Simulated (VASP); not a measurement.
# TePb (Fm-3m) in VASP: notebook

The runs below take TePb through relaxation of the atoms, with PBE.

Program: VASP 6.6.1. These are calculated values, not measurements. Logs are shortened: lines on timing, memory, paths and dates and some standing lists are left out, and cuts for length are marked.

**1. The undisturbed crystal**

The structure is cubic, space group Fm-3m (No. 225). The conventional cell has a = 6.462 Å, b = 6.462 Å, c = 6.462 Å, α = 90.00°, β = 90.00°, γ = 90.00°. Around Te (site symmetry m-3m) lie 6 Pb at 3.23 Å. Pb (site symmetry m-3m) has 6 Te at 3.23 Å as nearest neighbours.

**2. Relaxation of the atoms, PBE (a relaxed cell with its volume scaled by 1.04)**

File INCAR:

```
ALGO     = Normal         # electronic algorithm
EDIFF    = 1E-7           # SCF threshold, eV
EDIFFG   = -0.01          # ionic threshold
ENCUT    = 600            # plane-wave cutoff, eV
GGA      = PE             # functional
IBRION   = 2              # ionic algorithm
ISIF     = 2              # what is computed and relaxed
ISMEAR   = 0              # smearing method
LASPH    = T              # aspherical terms in the spheres
LCHARG   = F              # write CHGCAR
LREAL    = F              # projectors in reciprocal space
LWAVE    = F              # write WAVECAR
NELM     = 80             # most SCF steps
NSW      = 40             # ionic steps
PREC     = Accurate       # precision mode
SIGMA    = 0.03           # smearing width, eV
```

File KPOINTS:

```
k-points
0
Gamma
  8 8 8
```

File POSCAR:

```
TePb                                    
1.0
    0.0000000000      3.3273104826      3.3273104826
    3.3273104826      0.0000000000      3.3273104826
    3.3273104826      3.3273104826      0.0000000000
  Te              Pb            
     1     1
Direct
     0.5000000000000000    0.5000000000000000    0.5000000000000000
     0.0000000000000000    0.0000000000000000    0.0000000000000000
```

Potentials or basis: VASP PAW PBE potentials, release 64 (Te, Pb_d).

Run with:

```
> cat potpaw_PBE.64/Te/POTCAR potpaw_PBE.64/Pb_d/POTCAR > POTCAR
> mpirun -np 1 vasp_std > vasp.out
```

OUTCAR:

```text
EDIFF = 1E-7
   EDIFFG = -0.01
   ENCUT = 600
   GGA = PE
   IBRION = 2
   ISIF = 2
   ISMEAR = 0
   LASPH = T
   LREAL = F
   NELM = 80
   NSW = 40
   PREC = Accurate

 ion  position               nearest neighbor table
   1  0.500  0.500  0.500-   2 3.33   2 3.33   2 3.33   2 3.33   2 3.33   2 3.33
   2  0.000  0.000  0.000-   1 3.33   1 3.33   1 3.33   1 3.33   1 3.33   1 3.33

  LATTYP: Found a face centered cubic cell.
 ALAT       =     6.6546209652

  Lattice vectors:

 A1 = (   0.0000000000,   3.3273104826,   3.3273104826)
 A2 = (   3.3273104826,   0.0000000000,   3.3273104826)
 A3 = (   3.3273104826,   3.3273104826,   0.0000000000)

Analysis of symmetry for initial positions (statically):
=====================================================================
 Subroutine PRICEL returns:
 Original cell was already a primitive cell.

 Routine SETGRP: Setting up the symmetry group for a
 face centered cubic supercell.

 Subroutine GETGRP returns: Found 48 space group operations
 (whereof 48 operations were pure point group operations)
 out of a pool of 48 trial point group operations.

The static configuration has the point symmetry O_h .

Analysis of symmetry for dynamics (positions and initial velocities):
=====================================================================
 Subroutine PRICEL returns:
 Original cell was already a primitive cell.

 Routine SETGRP: Setting up the symmetry group for a
 face centered cubic supercell.

 Subroutine GETGRP returns: Found 48 space group operations
 (whereof 48 operations were pure point group operations)
 out of a pool of 48 trial point group operations.

The dynamic configuration has the point symmetry O_h .

 Subroutine INISYM returns: Found 48 space group operations
 (whereof 48 operations are pure point group operations),
 and found     1 'primitive' translations

----------------------------------------------------------------------------------------

                                     Primitive cell

  volume of cell :      73.6733

  direct lattice vectors                    reciprocal lattice vectors
     0.000000000  3.327310483  3.327310483    -0.150271519  0.150271519  0.150271519
     3.327310483  0.000000000  3.327310483     0.150271519 -0.150271519  0.150271519
     3.327310483  3.327310483  0.000000000     0.150271519  0.150271519 -0.150271519

  length of vectors
     4.705527611  4.705527611  4.705527611     0.260277906  0.260277906  0.260277906

  position of ions in fractional coordinates (direct lattice)
     0.500000000  0.500000000  0.500000000
     0.000000000  0.000000000  0.000000000

  ion indices of the primitive-cell ions
   primitive index   ion index
                 1           1
                 2           2

----------------------------------------------------------------------------------------

 KPOINTS: k-points

Automatic generation of k-mesh.
 Grid dimensions read from file:
 generate k-points for:    8    8    8

 Generating k-lattice:

  Cartesian coordinates                     Fractional coordinates (reciprocal lattice)
    -0.018783940  0.018783940  0.018783940     0.125000000  0.000000000  0.000000000
     0.018783940 -0.018783940  0.018783940     0.000000000  0.125000000  0.000000000
     0.018783940  0.018783940 -0.018783940     0.000000000  0.000000000  0.125000000

  Length of vectors
     0.032534738  0.032534738  0.032534738

  Shift w.r.t. Gamma in fractional coordinates (k-lattice)
     0.000000000  0.000000000  0.000000000

 Subroutine IBZKPT returns following result:
 ===========================================

 Found     29 irreducible k-points:

 Following reciprocal coordinates:
            Coordinates               Weight
  0.000000  0.000000  0.000000      1.000000
  0.125000  0.000000  0.000000      8.000000
  0.250000  0.000000  0.000000      8.000000
  0.375000  0.000000  0.000000      8.000000
  0.500000  0.000000  0.000000      4.000000
  0.125000  0.125000  0.000000      6.000000
[... 16 lines left out ...]
  0.500000  0.250000  0.125000     48.000000
 -0.375000  0.250000  0.125000     24.000000
 [... further k-points ...]
   k-points           NKPTS =     29   k-points in BZ     NKDIM =     29   number of bands    NBANDS=     14
   number of dos      NEDOS =    301   number of ions     NIONS =      2
   total plane-waves  NPLWV =  64000
   dimension x,y,z NGX =    40 NGY =   40 NGZ =   40
   dimension x,y,z NGXF=    80 NGYF=   80 NGZF=   80
   ions per type =               1   1
   NGX,Y,Z   is equivalent  to a cutoff of  14.13, 14.13, 14.13 a.u.
   NGXF,Y,Z  is equivalent  to a cutoff of  28.26, 28.26, 28.26 a.u.
 SYSTEM =  unknown system
   PREC   = accura    normal or accurate (medium, high low for compatibility)
   ISTART =      0    job   : 0-new  1-cont  2-samecut
   ICHARG =      2    charge: 1-file 2-atom 10-const
   ISPIN  =      1    spin polarized calculation?
   LNONCOLLINEAR =      F non collinear calculations
   LSORBIT =      F    spin-orbit coupling
   LASPH  =      T    aspherical Exc in radial PAW
   ENCUT  =  600.0 eV  44.10 Ry    6.64 a.u.   9.40  9.40  9.40*2*pi/ulx,y,z
   NELM   =     80;   NELMIN=  2; NELMDL= -5     # of ELM steps
   EDIFF  = 0.1E-06   stopping-criterion for ELM
   LREAL  =      F    real-space projection
   EDIFFG = -.1E-01   stopping-criterion for IOM
   NSW    =     40    number of steps for IOM
   IBRION =      2    ionic relax: 0-MD 1-quasi-New 2-CG
   NFREE  =      1    steps in history (QN), initial steepest desc. (CG)
   ISIF   =      2    stress and relaxation
   ISYM   =      2    0-nonsym 1-usesym 2-fastsym
   POTIM  = 0.5000    time-step for ionic-motion
   TEBEG  =    0.0;   TEEND  =   0.0 temperature during run
   PSTRESS=    0.0 pullay stress
   NELECT =      20.0000    total number of electrons
   NUPDOWN=      -1.0000    fix difference up-down
   EMIN   =  10.00;   EMAX   =-10.00  energy-range for DOS
   EFERMI =   0.00;   METHOD = LEGACY
   ISMEAR =     0;   SIGMA  =   0.03  broadening in eV -4-tet -1-fermi 0-gaus
   EFERMI_NEDOS =   21; number of points for ismear=-14 and -15
   IALGO  =     38    algorithm
   IMIX   =      4    mixing-type and parameters
     AMIX     =   0.40;   BMIX     =  1.00
     AMIX_MAG =   1.60;   BMIX_MAG =  1.00
  volume/ion in A,a.u.               =      36.84       248.59
  Fermi-wavevector in a.u.,A,eV,Ry     =   1.060022  2.003151 15.288138  1.123646
  Thomas-Fermi vector in A             =   2.195388
   LORBIT       =      0    0 simple, 1 ext, 2 COOP (PROOUT), +10 PAW based schemes
   GGA     = PE    functional components
   LHFCALC =     F    Hartree Fock is set to
   AEXX    =    0.0000 exact exchange contribution
   IVDW    =     0    specifies the selected vdW correction
   LEPSILON=     F    determine dielectric tensor
   LRPA    =     F    only Hartree local field effects (RPA)
 conjugate gradient relaxation of ions
 non-spin polarized calculation
 Gauss-broadening in eV      SIGMA  =   0.03
  energy-cutoff  :      600.00
  volume of cell :       73.67
 maximum number of plane-waves:      2481
 NGX is ok and might be reduce to    40
   NGX = 19   NGY = 19   NGZ = 19

 number of electron      20.0000001 magnetization

 Free energy of the ion-electron system (eV)
  ---------------------------------------------------
  ext. energy  EPLUGINS =         0.00000000
  ---------------------------------------------------
  free energy    TOTEN  =        -7.51062629 eV

  energy without entropy =       -7.51062629  energy(sigma->0) =       -7.51062629

 E-fermi :   4.6677     XC(G=0):  -8.9090

 val. band max:        4.5291675768   @ k =   0.5000   0.0000   0.0000
 cond. band min:       5.4260172620   @ k =   0.5000   0.0000   0.0000
 fundamental gap:      0.8968496852
 Fermi energy:         4.6676928524

 k-point     1 :       0.0000    0.0000    0.0000
  band No.  band energies     occupation
      1     -12.0685      2.00000
      2     -12.0685      2.00000
      3     -12.0653      2.00000
      4     -12.0653      2.00000
      5     -12.0653      2.00000
      6      -6.7919      2.00000
      7      -1.2720      2.00000
      8       3.5121      2.00000
      9       3.5121      2.00000
     10       3.5121      2.00000
     11       8.5045      0.00000
     12       8.5045      0.00000
     13       8.5045      0.00000
     14      10.5266      0.00000

 k-point     2 :       0.1250    0.0000    0.0000
  band No.  band energies     occupation
      1     -12.0697      2.00000
      2     -12.0697      2.00000
      3     -12.0650      2.00000
      4     -12.0638      2.00000
      5     -12.0638      2.00000
      6      -6.6743      2.00000
      7      -1.5947      2.00000
      8       3.5479      2.00000
      9       3.5479      2.00000
     10       3.6718      2.00000
     11       7.7971      0.00000
     12       7.9892      0.00000
     13       7.9892      0.00000
     14      10.3845      0.00000

 k-point     3 :       0.2500    0.0000    0.0000
  band No.  band energies     occupation
      1     -12.0732      2.00000
      2     -12.0732      2.00000
      3     -12.0642      2.00000
      4     -12.0594      2.00000
      5     -12.0594      2.00000
      6      -6.3391      2.00000
      7      -2.3603      2.00000
      8       3.6584      2.00000
      9       3.6584      2.00000
     10       3.9992      2.00000
     11       6.6976      0.00000
     12       7.0699      0.00000
     13       7.0699      0.00000
     14      10.6506      0.00000
[... 324 lines left out ...]
 k-point    23 :       0.5000    0.2500    0.1250
  band No.  band energies     occupation
      1     -12.0852      2.00000
      2     -12.0719      2.00000
      3     -12.0633      2.00000
      4     -12.0556      2.00000
      5     -12.0530      2.00000
      6      -5.6640      2.00000
      7      -3.1333      2.00000
      8       2.2111      2.00000
      9       2.7971      2.00000
     10       4.0107      2.00000
     11       6.3533      0.00000
     12       7.5327      0.00000
     13       8.7143      0.00000
     14      10.4564      0.00000

 k-point    24 :      -0.3750    0.2500    0.1250
  band No.  band energies     occupation
      1     -12.0863      2.00000
      2     -12.0733      2.00000
      3     -12.0607      2.00000
      4     -12.0569      2.00000
      5     -12.0516      2.00000
      6      -5.4330      2.00000
      7      -3.4206      2.00000
      8       2.2385      2.00000
      9       2.4040      2.00000
     10       4.2234      2.00000
     11       6.0110      0.00000
     12       8.0208      0.00000
     13       8.3921      0.00000
     14      11.4604      0.00000

 [... further k-points ...]
[... 5 lines left out ...]
  --------------------------------------------------------------------------------------
  -------------------------------------------------------------------------------------
  Total       -0.6324824     -0.6324824     -0.6324824      0.0000000      0.0000000      0.0000000
  in kB      -13.7546342    -13.7546342    -13.7546342      0.0000000      0.0000000      0.0000000
  external PRESSURE =     -13.7546342 kB  Pullay stress =       0.0000000 kB

 VOLUME and BASIS-vectors are now :
 -----------------------------------------------------------------------------
  energy-cutoff  :      600.00
  volume of cell :       73.67
      direct lattice vectors                 reciprocal lattice vectors
     0.000000000  3.327310483  3.327310483    -0.150271519  0.150271519  0.150271519
     3.327310483  0.000000000  3.327310483     0.150271519 -0.150271519  0.150271519
     3.327310483  3.327310483  0.000000000     0.150271519  0.150271519 -0.150271519

 POSITION                                       TOTAL-FORCE (eV/Angst)
 -----------------------------------------------------------------------------------
      3.32731      3.32731      3.32731        -0.000000      0.000000      0.000000
      0.00000      0.00000      0.00000         0.000000      0.000000     -0.000000
 -----------------------------------------------------------------------------------
    total drift:                                0.000000     -0.000000     -0.000000

  FREE ENERGIE OF THE ION-ELECTRON SYSTEM (eV)
  ---------------------------------------------------
  free  energy   TOTEN  =        -7.5106262887 eV

  energy  without entropy=       -7.5106262887  energy(sigma->0) =       -7.51062629

 reached required accuracy - stopping structural energy minimisation
```

It took 32 s on 1 thread of Intel Xeon Platinum 8488C (Sapphire Rapids), shared host; peak memory 0.25 GiB.

What came out:

| Item | Value |
| --- | --- |
| Free energy | -7.5106 eV |
| Pressure after relaxing | -1.4 GPa |
| Band gap on the k mesh | 0.90 eV, direct |

Final structure:
```
Te Pb
1.0
     0.00000    3.32731    3.32731
     3.32731    0.00000    3.32731
     3.32731    3.32731    0.00000
Te Pb
1 1
Cartesian
  3.3273 3.3273 3.3273
  0.0000 0.0000 0.0000
```

Caveat: the relaxation stopped at its first step, so nothing moved; spin-orbit coupling is left out, which as a rule narrows the gap of such compounds by several tenths of an eV. A k mesh can miss the band edges.

**3. Relaxation of the atoms, PBE (a relaxed cell with its volume scaled by 1.06)**

INCAR is that of step 2.

KPOINTS is that of step 2.

File POSCAR:

```
TePb                                    
1.0
    0.0000000000      3.3485041144      3.3485041144
    3.3485041144      0.0000000000      3.3485041144
    3.3485041144      3.3485041144      0.0000000000
  Te              Pb            
     1     1
Direct
     0.5000000000000000    0.5000000000000000    0.5000000000000000
     0.0000000000000000    0.0000000000000000    0.0000000000000000
```

Potentials or basis: VASP PAW PBE potentials, release 64 (Te, Pb_d).

Run with:

```
> cat potpaw_PBE.64/Te/POTCAR potpaw_PBE.64/Pb_d/POTCAR > POTCAR
> mpirun -np 1 vasp_std > vasp.out
```

Run time: 32 s. Hardware: 1 thread of Intel Xeon Platinum 8488C (Sapphire Rapids), shared host; peak memory 0.25 GiB.

It converged, with:

| Item | Value |
| --- | --- |
| Free energy | -7.4959 eV |
| Pressure after relaxing | -2.0 GPa |
| Band gap on the k mesh | 0.92 eV, direct |

Final structure:
```yaml
crystal:
  lattice:
    - [0.00000, 3.34850, 3.34850]
    - [3.34850, 0.00000, 3.34850]
    - [3.34850, 3.34850, 0.00000]
  atoms:
    - { symbol: Te, position: [0.50000, 0.50000, 0.50000] }
    - { symbol: Pb, position: [0.00000, 0.00000, 0.00000] }
```

Levels at points of the mesh, in eV from the valence-band top:
| k point | band 8 | band 9 | band 10 | band 11 | band 12 | band 13 |
| --- | --- | --- | --- | --- | --- | --- |
| (0.00, 0.00, 0.00) | -0.95 | -0.95 | -0.95 | 3.95 | 3.95 | 3.95 |
| (0.50, 0.00, 0.00) | -0.56 | -0.56 | 0.00 | 0.92 | 1.51 | 1.51 |
| (0.50, 0.50, 0.00) | -3.69 | -2.21 | -2.21 | 3.74 | 5.10 | 5.10 |

Caveat: the relaxation stopped at its first step, so nothing moved; spin-orbit coupling is left out, which as a rule narrows the gap of such compounds by several tenths of an eV. A k mesh can miss the band edges.
